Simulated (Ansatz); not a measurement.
This log comes from Ansatz, run on a 2-atom cell of GaAs started from a crystallographic database. Cell and atoms come from a relaxation with r2SCAN.

Structure:
```
Ga As
1.0
     0.00000    2.83308    2.83308
     2.83308    0.00000    2.83308
     2.83308    2.83308    0.00000
Ga As
1 1
Direct
  0.00000 0.00000 0.00000
  0.25000 0.25000 0.25000
```

The log, with set-up remarks and timings taken out:
```
Pseudopotential: Ga, paw, valence charge 13, recommended cutoff 420 eV (normal)
Pseudopotential: As, paw, valence charge 15, recommended cutoff 420 eV (normal)
Functional definition: PBE
Crystal: 2 atoms, lattice volume = 45.479 Å³
Basis set: ecut = 420 eV, 893 PW (Γ)
Bands: 18, of which v1, the nominal top of the filled ones, is band 14 counted from 1 (13 counted from 0)
Symmetry: 24 space group operations
Space group: F-43m (ITA 216)
k-points: 29 of 512 (time reversal used)
preconditioner: auto → none  [insulator: Δε(μ)=0.458 eV  ℏωp=23.4 eV]
SCF converged after 6 iterations
Free energy (F): -8639.839695 eV
Fermi energy:    8.094497 eV
--- G₀W₀: contour deformation, 7 samples at zero and on the imaginary axis and 2 off it, 512 q-points, 73 empty bands' worth ---
    ik  band        ε_KS         Σx   Σc(E_QP)       V_xc       Z   E_QP_lin       E_QP  E_QP is
     0    13      8.0945   -16.7059     1.1274   -15.2797  0.7489     7.7881     7.7957  root
     0    14      8.0945   -16.7059     1.1274   -15.2797  0.7489     7.7881     7.7957  root
     0    15      8.5606   -12.1894    -3.2517   -15.9665  0.7613     9.1122     9.0859  root
     0    16     11.8319    -7.8357    -4.1266   -12.1547  0.7430    12.0268    12.0243  root
     1    13      7.8613   -16.4919     1.1917   -14.9893  0.7474     7.5418     7.5504  root
     1    14      7.8613   -16.4919     1.1917   -14.9893  0.7474     7.5418     7.5504  root
     1    15      9.6543   -11.1947    -3.3255   -14.8939  0.7560    10.0438    10.0280  root
     1    16     12.1763    -7.9671    -4.2308   -12.4001  0.7388    12.3815    12.3785  root
     2    13      7.4238   -16.2748     1.3632   -14.5769  0.7439     7.0782     7.0891  root
     2    14      7.4238   -16.2748     1.3632   -14.5769  0.7439     7.0782     7.0891  root
     2    15      9.5258    -9.9326    -3.5127   -13.7717  0.7587     9.8622     9.8521  root
     2    16     12.6921    -7.8351    -4.4154   -12.4444  0.7312    12.8885    12.8858  root
     3    13      7.0858   -16.1908     1.5101   -14.3289  0.7410     6.7210     6.7341  root
     3    14      7.0858   -16.1908     1.5101   -14.3289  0.7410     6.7210     6.7341  root
     3    15      9.2025    -9.8600    -3.4402   -13.5979  0.7607     9.5078     9.5002  root
     3    16     12.7854    -7.4564    -4.4218   -12.0282  0.7330    12.9367    12.9353  root
     4    13      6.9642   -16.1709     1.5642   -14.2493  0.7399     6.5930     6.6068  root
     4    14      6.9642   -16.1709     1.5642   -14.2493  0.7399     6.5930     6.6068  root
     4    15      9.0790    -9.8979    -3.4077   -13.5956  0.7613     9.3760     9.3690  root
     4    16     12.7371    -7.3152    -4.3932   -11.8384  0.7348    12.8683    12.8672  root
     5    13      7.4453   -16.1267     1.3106   -14.4811  0.7442     7.0992     7.1103  root
     5    14      7.4453   -16.1267     1.3106   -14.4811  0.7442     7.0992     7.1103  root
     5    15     10.4122   -11.7575    -3.4730   -15.6234  0.7485    10.8246    10.8050  root
     5    16     11.1977    -7.5660    -3.8905   -11.5844  0.7540    11.3266    11.3256  root
     8    13      5.9156   -15.6389     1.7787   -13.4970  0.7277     5.5373     5.5524  root
     8    14      6.6609   -15.9895     1.6738   -13.9417  0.7366     6.2706     6.2870  root
     8    15     10.1457    -9.8989    -3.6025   -13.7782  0.7543    10.4289    10.4225  root
     8    16     12.4378    -7.1144    -4.3163   -11.5318  0.7381    12.5395    12.5389  root
    11    13      6.7482   -15.5686     1.4984   -13.7056  0.7378     6.3687     6.3836  root
    11    14      7.8177   -16.5680     1.2329   -15.0230  0.7470     7.4970     7.5057  root
    11    15     10.3570   -10.6722    -3.7061   -14.7751  0.7501    10.7744    10.7538  root
    11    16     12.1677    -8.2012    -4.0662   -12.4099  0.7426    12.3115    12.3102  root
    12    13      6.4224   -15.7872     1.7556   -13.6447  0.7327     6.0168     6.0355  root
    12    14      6.4224   -15.7872     1.7556   -13.6447  0.7327     6.0168     6.0355  root
    12    15     10.0855    -7.8281    -3.6416   -11.5688  0.7596    10.1852    10.1846  root
    12    16     11.3480    -8.6863    -4.0792   -13.0075  0.7454    11.5946    11.5899  root
  […]
```

The points are ik 0 = (0, 0, 0) (Γ), ik 1 = (0, 0, 1/8), ik 2 = (0, 0, 1/4), ik 3 = (0, 0, 3/8), ik 4 = (0, 0, -1/2), ik 5 = (0, 1/8, 1/8), ik 8 = (0, 1/8, -1/2), ik 11 = (0, 1/8, -1/8), ik 12 = (0, 1/4, 1/4), ik 17 = (0, 3/8, 3/8), ik 20 = (0, -1/2, -1/2), ik 23 = (1/8, 1/4, -3/8); band 14 is the last filled one.

**Question.** Reconstruct the input.

**Answer.**
```yaml
crystal:
  # lattice and atoms as above
kpoints:
  mp_grid: { grid: [8, 8, 8] }
hamiltonian:
  xc: pbe
scf:
  occupations: { method: fixed }
gw:
  n_empty_bands: 73
  ecut_chi: 80
  qp_bands: [v2, c2]
  qp_kpoints: band_edges
  screening: { model: contour_deformation }
```
The quasiparticle table needs the gw block. Not every key shows in the log; this is the file that was used.

It took 2.2 min on 1 × NVIDIA H100 80GB HBM3 with 2 threads of AMD EPYC 7R13 Processor (Zen 3) (shared host), load about 1.6 per core; peak host memory 1.4 GiB.

The values are computed, spin-unpolarised, and not measurements.

The runs are scalar-relativistic, without spin-orbit coupling.

For so narrow a gap this mesh doesn't settle the screening, and the bands and cutoff are finite.
